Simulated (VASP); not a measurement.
# MgS (F-43m) in VASP: density of states with PBE

Aim: the density of states of MgS with PBE.

Everything below comes from runs of VASP 6.6.1. Logs are shortened: lines on timing, memory, paths and dates and some standing lists are left out, and cuts for length are marked.

### Step 1. The crystal as given

The structure is cubic, space group F-43m (No. 216). Conventional cell: a = 5.697 Å, b = 5.697 Å, c = 5.697 Å, α = 90.00°, β = 90.00°, γ = 90.00°. Mg (site symmetry -43m) has 4 S at 2.47 Å as nearest neighbours. Around S (site symmetry -43m) lie 4 Mg at 2.47 Å.

The cell comes from a database or a generator and needn't be the stable form of this composition.

### Step 2. Density of states, PBE

Contents of POSCAR:

```
MgS
1.0
    0.0000000000      2.8486069961      2.8486069961
    2.8486069961      0.0000000000      2.8486069961
    2.8486069961      2.8486069961      0.0000000000
Mg S
1 1
Direct
    0.0000000000      0.0000000000      0.0000000000
    0.7500000000      0.7500000000      0.7500000000
```

Contents of INCAR.step1:

```
SYSTEM = MgS
  PREC = Accurate
  ENCUT = 520
  EDIFF = 1E-7
  ISMEAR = 0
  SIGMA = 0.02
  LREAL = .False.
  LASPH = .True.
  NELM = 100
  ALGO = Fast
  ISIF = 2
  LWAVE = .False.
  LCHARG = .True.
  GGA = PE
  NBANDS = 11
```

Contents of KPOINTS.step1:

```
regular mesh
0
Gamma
  8 8 8
  0 0 0
```

Contents of INCAR.step2:

```
SYSTEM = MgS
  PREC = Accurate
  ENCUT = 520
  EDIFF = 1E-7
  ISMEAR = -5
  SIGMA = 0.02
  LREAL = .False.
  LASPH = .True.
  NELM = 100
  ALGO = Fast
  ISIF = 2
  LWAVE = .False.
  LCHARG = .False.
  GGA = PE
  LORBIT = 11
  NBANDS = 11
  NEDOS = 2001
  ICHARG = 11
```

Contents of KPOINTS.step2:

```
regular mesh
0
Gamma
  12 12 12
  0 0 0
```

Potentials or basis: VASP PAW PBE potentials, release 64 (Mg, S).

Run with:

```
> cat potpaw_PBE.64/Mg/POTCAR potpaw_PBE.64/S/POTCAR > POTCAR
> cp INCAR.step1 INCAR
> cp KPOINTS.step1 KPOINTS
> mpirun -np 1 vasp_std > vasp.out
> cp INCAR.step2 INCAR
> cp KPOINTS.step2 KPOINTS
> mpirun -np 1 vasp_std > vasp.out
```

OUTCAR:

```text
SYSTEM = MgS
   PREC = Accurate
   ENCUT = 520
   EDIFF = 1E-7
   ISMEAR = -5
   LREAL = .False.
   LASPH = .True.
   NELM = 100
   ISIF = 2
   GGA = PE
   LORBIT = 11
   ICHARG = 11

 ion  position               nearest neighbor table
   1  0.000  0.000  0.000-   2 2.47   2 2.47   2 2.47   2 2.47
   2  0.750  0.750  0.750-   1 2.47   1 2.47   1 2.47   1 2.47

  LATTYP: Found a face centered cubic cell.
 ALAT       =     5.6972139922

  Lattice vectors:

 A1 = (   0.0000000000,   2.8486069961,   2.8486069961)
 A2 = (   2.8486069961,   0.0000000000,   2.8486069961)
 A3 = (   2.8486069961,   2.8486069961,   0.0000000000)

Analysis of symmetry for initial positions (statically):
=====================================================================
 Subroutine PRICEL returns:
 Original cell was already a primitive cell.

 Routine SETGRP: Setting up the symmetry group for a
 face centered cubic supercell.

 Subroutine GETGRP returns: Found 24 space group operations
 (whereof 24 operations were pure point group operations)
 out of a pool of 48 trial point group operations.

The static configuration has the point symmetry T_d .

Analysis of symmetry for dynamics (positions and initial velocities):
=====================================================================
 Subroutine PRICEL returns:
 Original cell was already a primitive cell.

 Routine SETGRP: Setting up the symmetry group for a
 face centered cubic supercell.

 Subroutine GETGRP returns: Found 24 space group operations
 (whereof 24 operations were pure point group operations)
 out of a pool of 48 trial point group operations.

The dynamic configuration has the point symmetry T_d .

 Subroutine INISYM returns: Found 24 space group operations
 (whereof 24 operations are pure point group operations),
 and found     1 'primitive' translations

----------------------------------------------------------------------------------------

                                     Primitive cell

  volume of cell :      46.2304

  direct lattice vectors                    reciprocal lattice vectors
     0.000000000  2.848606996  2.848606996    -0.175524388  0.175524388  0.175524388
     2.848606996  0.000000000  2.848606996     0.175524388 -0.175524388  0.175524388
     2.848606996  2.848606996  0.000000000     0.175524388  0.175524388 -0.175524388

  length of vectors
     4.028538648  4.028538648  4.028538648     0.304017158  0.304017158  0.304017158

  position of ions in fractional coordinates (direct lattice)
[... 99 lines left out ...]
   IMIX   =      4    mixing-type and parameters
     AMIX     =   0.40;   BMIX     =  1.00
     AMIX_MAG =   1.60;   BMIX_MAG =  1.00
  volume/ion in A,a.u.               =      23.12       155.99
  Fermi-wavevector in a.u.,A,eV,Ry     =   0.912282  1.723962 11.323556  0.832258
  Thomas-Fermi vector in A             =   2.036659
   LORBIT       =     11    0 simple, 1 ext, 2 COOP (PROOUT), +10 PAW based schemes
   GGA     = PE    functional components
   LHFCALC =     F    Hartree Fock is set to
   AEXX    =    0.0000 exact exchange contribution
   IVDW    =     0    specifies the selected vdW correction
   LEPSILON=     F    determine dielectric tensor
   LRPA    =     F    only Hartree local field effects (RPA)
 non-spin polarized calculation
 RMM-DIIS sequential band-by-band and
 Fermi weights with tetrahedron method with Bloechl corrections
  energy-cutoff  :      520.00
  volume of cell :       46.23
 maximum number of plane-waves:      1267
 NGX is ok and might be reduce to    30

 number of electron       8.0000001 magnetization

 Free energy of the ion-electron system (eV)
  ---------------------------------------------------
  ext. energy  EPLUGINS =         0.00000000
  ---------------------------------------------------
  free energy    TOTEN  =        -8.47281469 eV

  energy without entropy =       -8.47281469  energy(sigma->0) =       -8.47281469

 E-fermi :   0.9493     XC(G=0):  -8.3184

 val. band max:        0.9475482583   @ k =   0.0000   0.0000   0.0000
 cond. band min:       4.3130529278   @ k =   0.0000   0.0000   0.0000
 fundamental gap:      3.3655046695
 Fermi energy:         0.9492866643

 k-point     1 :       0.0000    0.0000    0.0000
  band No.  band energies     occupation
      1     -10.2590      2.00000
      2       0.9475      2.00000
      3       0.9475      2.00000
      4       0.9475      2.00000
      5       4.3131      0.00000
      6       8.8491      0.00000
      7       8.8491      0.00000
      8       8.8491      0.00000
      9      11.7395      0.00000
     10      11.7395      0.00000
     11      14.5158      0.00000
[... 309 lines left out ...]
 k-point    24 :      -0.4167    0.1667    0.0000
  band No.  band energies     occupation
      1      -9.5443      2.00000
      2      -1.8883      2.00000
      3      -0.0723      2.00000
      4       0.5032      2.00000
      5       6.7442      0.00000
      6       7.6180      0.00000
      7       9.1918      0.00000
      8       9.7920      0.00000
      9      12.8551      0.00000
     10      13.1274      0.00000
     11      14.5979      0.00000

 [... further k-points ...]

------------------------ aborting loop because EDIFF is reached ----------------------------------------

  FORCE on cell =-STRESS in cart. coord.  units (eV):
  Direction    XX          YY          ZZ          XY          YZ          ZX
  --------------------------------------------------------------------------------------
  -------------------------------------------------------------------------------------
  Total       -0.0392713     -0.0392713     -0.0392713      0.0000000     -0.0000000     -0.0000000
  in kB       -1.3610017     -1.3610017     -1.3610017      0.0000000     -0.0000000     -0.0000000
  external PRESSURE =      -1.3610017 kB  Pullay stress =       0.0000000 kB

 VOLUME and BASIS-vectors are now :
 -----------------------------------------------------------------------------
  energy-cutoff  :      520.00
  volume of cell :       46.23
      direct lattice vectors                 reciprocal lattice vectors
     0.000000000  2.848606996  2.848606996    -0.175524388  0.175524388  0.175524388
     2.848606996  0.000000000  2.848606996     0.175524388 -0.175524388  0.175524388
     2.848606996  2.848606996  0.000000000     0.175524388  0.175524388 -0.175524388

 POSITION                                       TOTAL-FORCE (eV/Angst)
 -----------------------------------------------------------------------------------
      0.00000      0.00000      0.00000        -0.000000     -0.000000     -0.000000
      4.27291      4.27291      4.27291         0.000000      0.000000      0.000000
 -----------------------------------------------------------------------------------
    total drift:                                0.000000      0.000000      0.000000

  FREE ENERGIE OF THE ION-ELECTRON SYSTEM (eV)
  ---------------------------------------------------
  free  energy   TOTEN  =        -8.4728146876 eV

  energy  without entropy=       -8.4728146876  energy(sigma->0) =       -8.47281469

 total charge

# of ion       s       p       d       tot
------------------------------------------
    1        0.162   0.141   0.037   0.340
    2        1.309   2.497   0.000   3.806
--------------------------------------------------
tot          1.472   2.638   0.037   4.146
```

It took 24 s on 1 thread of AMD EPYC 9R45 (Zen 5), shared host; peak memory 0.15 GiB.

Results:

```
Valence electrons inside the program's atomic spheres : Mg 0.34; S 3.81
```

Levels at points of the mesh, in eV from the valence-band top:
| k point | band 2 | band 3 | band 4 | band 5 | band 6 | band 7 |
| --- | --- | --- | --- | --- | --- | --- |
| (0.00, 0.00, 0.00) | 0.00 | 0.00 | 0.00 | 3.37 | 7.90 | 7.90 |
| (0.50, 0.00, 0.00) | -3.06 | -0.32 | -0.32 | 5.05 | 7.61 | 7.61 |
| (0.50, 0.50, 0.00) | -2.76 | -1.01 | -1.01 | 3.90 | 5.62 | 10.98 |

States per cell in windows of 0.5 eV (zero at the valence-band top; states under -8 eV left out):
| from (eV) | total | S2_p | Mg1_s | Mg1_p | S2_s | Mg1_d | S2_d |
| --- | --- | --- | --- | --- | --- | --- | --- |
| -8.0 | 0.00 | 0.00 | 0.00 | 0.00 | 0.00 | 0.00 | 0.00 |
| -7.5 | 0.00 | 0.00 | 0.00 | 0.00 | 0.00 | 0.00 | 0.00 |
| -7.0 | 0.00 | 0.00 | 0.00 | 0.00 | 0.00 | 0.00 | 0.00 |
| -6.5 | 0.00 | 0.00 | 0.00 | 0.00 | 0.00 | 0.00 | 0.00 |
| -6.0 | 0.00 | 0.00 | 0.00 | 0.00 | 0.00 | 0.00 | 0.00 |
| -5.5 | 0.00 | 0.00 | 0.00 | 0.00 | 0.00 | 0.00 | 0.00 |
| -5.0 | 0.00 | 0.00 | 0.00 | 0.00 | 0.00 | 0.00 | 0.00 |
| -4.5 | 0.00 | 0.00 | 0.00 | 0.00 | 0.00 | 0.00 | 0.00 |
| -4.0 | 0.00 | 0.00 | 0.00 | 0.00 | 0.00 | 0.00 | 0.00 |
| -3.5 | 0.00 | 0.00 | 0.00 | 0.00 | 0.00 | 0.00 | 0.00 |
| -3.0 | 0.93 | 0.30 | 0.06 | 0.01 | 0.00 | 0.00 | 0.00 |
| -2.5 | 0.77 | 0.26 | 0.05 | 0.01 | 0.01 | 0.00 | 0.00 |
| -2.0 | 0.58 | 0.22 | 0.01 | 0.01 | 0.01 | 0.00 | 0.00 |
| -1.5 | 0.93 | 0.39 | 0.01 | 0.03 | 0.00 | 0.00 | 0.00 |
| -1.0 | 1.63 | 0.75 | 0.01 | 0.05 | 0.00 | 0.01 | 0.00 |
| -0.5 | 1.17 | 0.59 | 0.00 | 0.02 | 0.00 | 0.01 | 0.00 |
| 0.0 | 0.00 | 0.00 | 0.00 | 0.00 | 0.00 | 0.00 | 0.00 |
| 0.5 | 0.00 | 0.00 | 0.00 | 0.00 | 0.00 | 0.00 | 0.00 |
| 1.0 | 0.00 | 0.00 | 0.00 | 0.00 | 0.00 | 0.00 | 0.00 |
| 1.5 | 0.00 | 0.00 | 0.00 | 0.00 | 0.00 | 0.00 | 0.00 |
| 2.0 | 0.00 | 0.00 | 0.00 | 0.00 | 0.00 | 0.00 | 0.00 |
| 2.5 | 0.00 | 0.00 | 0.00 | 0.00 | 0.00 | 0.00 | 0.00 |
| 3.0 | 0.00 | 0.00 | 0.00 | 0.00 | 0.00 | 0.00 | 0.00 |
| 3.5 | 0.02 | 0.00 | 0.00 | 0.00 | 0.00 | 0.00 | 0.00 |
| 4.0 | 0.13 | 0.01 | 0.00 | 0.00 | 0.01 | 0.00 | 0.00 |
| 4.5 | 0.29 | 0.02 | 0.01 | 0.01 | 0.02 | 0.00 | 0.00 |
| 5.0 | 0.80 | 0.06 | 0.04 | 0.03 | 0.05 | 0.01 | 0.00 |
| 5.5 | 0.74 | 0.05 | 0.05 | 0.02 | 0.03 | 0.01 | 0.00 |
| 6.0 | 0.27 | 0.02 | 0.03 | 0.01 | 0.00 | 0.00 | 0.00 |
| 6.5 | 1.02 | 0.10 | 0.09 | 0.03 | 0.02 | 0.02 | 0.00 |
| 7.0 | 0.62 | 0.06 | 0.05 | 0.03 | 0.01 | 0.01 | 0.00 |
| 7.5 | 0.71 | 0.05 | 0.02 | 0.05 | 0.01 | 0.01 | 0.00 |
